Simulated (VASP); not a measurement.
Set up this calculation in VASP 6.6.1, as the native input.

```yaml
Task: work function
Functional: PBEsol
Potentials_or_basis: VASP PAW PBE potentials, release 64 (Al, N)
Cutoff: 520 eV
k_mesh: 4 × 4 × 1
Occupations: gaussian, width 0.05 eV
Spin: no spin polarisation
Dipole_correction: yes
Further_INCAR_settings: ALGO = Normal; EDIFF = 1e-07
```

The structure of AlN lies in POSCAR:

```
AlN                                     
1.0
    3.1130000000      0.0000000000      0.0000000000
    0.0000000000      4.9810000000      0.0000000000
    0.0000000000      0.0000000000     30.3783311040
  Al              N             
    12    12
Direct
     0.0000000001000018    0.0241841539841541    0.2717708226432554
     0.5000000000000000    0.4920865192659967    0.2901991326717219
     0.5000000001000018    0.0006702511693061    0.3533034615497237
     0.0000000000000000    0.4959545421324046    0.3811552396782549
     0.0000000001000018    0.9985080641236201    0.4410425174252949
     0.5000000000000000    0.4978607910880594    0.4702735415045645
     0.5000000001000018    0.9978607910880595    0.5297264584954356
     0.0000000000000000    0.4985080641236198    0.5589574825747050
     0.0000000001000018    0.9959545421324048    0.6188447603217452
     0.5000000000000000    0.5006702511693060    0.6466965384502762
     0.5000000001000018    0.9920865192659968    0.7098008673282781
     0.0000000000000000    0.5241841539841540    0.7282291773567446
     0.0000000001000018    0.3766928848268114    0.2645350398442934
     0.5000000000000000    0.8741015349600639    0.2927302216375791
     0.5000000001000018    0.3803930202105045    0.3520621589388890
     0.0000000000000000    0.8792780437855467    0.3816744624224374
     0.0000000001000018    0.3801803686583682    0.4407871156714511
     0.5000000000000000    0.8800898257951798    0.4704315199025136
     0.5000000001000018    0.3800898257951801    0.5295684800974864
     0.0000000000000000    0.8801803686583680    0.5592128843285489
     0.0000000001000018    0.3792780437855467    0.6183255375775627
     0.5000000000000000    0.8803930202105044    0.6479378410611112
     0.5000000001000018    0.3741015349600639    0.7072697783624209
     0.0000000000000000    0.8766928848268115    0.7354649601557066
```

The input as run:

INCAR

```
SYSTEM = AlN
ALGO     = Normal         ! electronic algorithm
DIPOL    = 0.5 0.5 0.500
EDIFF    = 1E-7           ! SCF threshold, eV
ENCUT    = 520            ! plane-wave cutoff, eV
GGA      = PS             ! functional
IDIPOL   = 3            
ISIF     = 2              ! what is computed and relaxed
ISMEAR   = 0              ! smearing method
KPAR     = 4            
LASPH    = .TRUE.         ! aspherical terms in the spheres
LCHARG   = .TRUE.         ! write CHGCAR
LDIPOL   = .TRUE.       
LREAL    = .FALSE.        ! projectors in reciprocal space
LVACPOTAV= .TRUE.       
LVHAR    = .TRUE.       
LWAVE    = .FALSE.        ! write WAVECAR
NELM     = 60             ! most SCF steps
PREC     = Accurate       ! precision mode
SIGMA    = 0.05           ! smearing width, eV
```

KPOINTS

```
k-points
0
G
  4 4 1
  0 0 0
```

Potentials or basis: VASP PAW PBE potentials, release 64 (Al, N).

Run with:

```console
$ cat potpaw_PBE.64/Al/POTCAR potpaw_PBE.64/N/POTCAR > POTCAR
$ mpirun -np 8 vasp_std > vasp.out
```

Results of the run:

The largest force is 0.020 eV/Å. The band gap on the k mesh is 2.78 eV, indirect (least direct gap 2.89 eV) and the ionisation potential of the upper face is 5.72 eV.

Caveat: the k mesh is coarse (spacing up to 0.50 Å⁻¹), so the values aren't converged; the PAW data sets were made with another functional, which shifts forces and pressure a little.

Wall time 110 s on 8 MPI ranks on Intel(R) Xeon(R) 6975P-C (Granite Rapids) (shared host), peak memory 0.42 GiB a rank.
